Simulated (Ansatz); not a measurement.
The system is Sn.

```xyz
1
Lattice="-2.0292 2.0292 1.6608 2.0292 -2.0292 1.6608 2.0292 2.0292 -1.6608" Properties=species:S:1:pos:R:3 pbc="T T T"
Sn    0.0000    0.0000    0.0000
```

This isn't the form of Sn at room conditions, which is tetragonal (white tin).

```yaml
Program: Ansatz 0.2.0
Task: relaxation of cell and atoms
Functional: PBEsol0
Potentials_or_basis: Ansatz PAW
Cutoff: "420 eV (not typed: the program's choice for these potentials)"
k_mesh: 5 × 5 × 5
Occupations: fermi-dirac, width 0.05 eV
Spin: no spin polarisation
```

At the start: volume 27.35 Å³/atom.

Task: How do energy, volume and symmetry change on relaxing?

Result: It ends after 5 steps and the volume is 26.87 Å³/atom (-1.8 %); space group I4/mmm (No. 139, to 0.05 Å).

The path:
| step | energy change (eV) | largest force (eV/Å) | volume (Å³) |
| --- | --- | --- | --- |
| 1 | 0.0000 | 0.0000 | 27.35 |
| 2 | -0.0082 | 0.0000 | 26.80 |
| 3 | -0.0095 | 0.0000 | 26.91 |
| 4 | -0.0095 | 0.0000 | 26.87 |
| 5 | -0.0094 | 0.0000 | 26.87 |

Final structure:
```
Sn
1.0
    -1.99520    1.99520    1.68723
     1.99520   -1.99520    1.68723
     1.99520    1.99520   -1.68723
Sn
1
Direct
  0.00000 0.00000 0.00000
```

Caveat: the k mesh is coarse (spacing up to 0.49 Å⁻¹), so the values aren't converged, least of all with exact exchange; the plane-wave basis is chosen anew once the cell has moved, so the energies of steps on either side of that aren't comparable; the PAW data sets come from PBE, with cores solved anew for the run's functional, which leaves a small shift of forces and pressure.
